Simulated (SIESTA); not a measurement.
HfO2 under changes of volume

One of the cells (11.375 Å³/atom); the others are scaled copies at fixed shape and fractional positions:

```
Hf O
1.0
     0.00000    2.57444    2.57444
     2.57444    0.00000    2.57444
     2.57444    2.57444    0.00000
Hf O
1 2
Cartesian
  0.0000 0.0000 0.0000
  3.8617 3.8617 3.8617
  1.2872 1.2872 1.2872
```

Measurements of this composition are mostly on another form, of space group No. 14.

| Item | Value |
| --- | --- |
| Program | SIESTA 5.4.2 |
| Functional | PBEsol |
| Potentials or basis | PseudoDojo 0.4 standard (PBEsol files) |
| Basis | DZP (energy shift 0.003 Ry; two zetas on semicore shells) |
| Grid cutoff | 800 Ry |
| Energy shift | 0.003 Ry |
| k mesh | 9 × 9 × 9 |
| Occupations | fermi-dirac, width 0.05 eV |
| Spin | no spin polarisation |

```csv
volume (Å³/atom),energy over the lowest point (meV/atom),pressure (GPa),gap on the mesh (eV)
10.483,6.98,7.9,3.74
10.706,0.00,2.1,3.70
10.929,0.71,-3.1,3.66
11.375,?,?,?
11.598,42.50,-16.0,3.50
11.821,67.35,-19.6,3.45
```

**Question.** What does the run at 11.375 Å³/atom give?

**Answer.** Energy over the lowest point 22.77 meV/atom; pressure -12.2 GPa; gap on the mesh 3.55 eV.

Worked out: A Birch-Murnaghan fit of order 3 (a polynomial in V^(-2/3)) to the other rows has its minimum at 10.79 Å³/atom with B0 = V·E''(V) = 261 GPa and B' = 4.2. It gives 22.69 meV/atom at 11.375 Å³/atom, against the run's 22.77, and -dE/dV = -12.3 GPa, against -12.2. A parabola through the other rows of the gap, of slope -2.68 eV per unit of ln V there, gives 3.56 eV, against the run's 3.55.

Energies are extrapolated to zero smearing.

Caveats: short orbitals over semicore shells can move pressures by several GPa; spin-orbit coupling is left out, which moves the levels of the heavy elements; an odd mesh through Γ misses points on the zone boundary, where band edges often lie; the basis of atomic orbitals isn't converged, which shifts pressures, moduli and gaps.
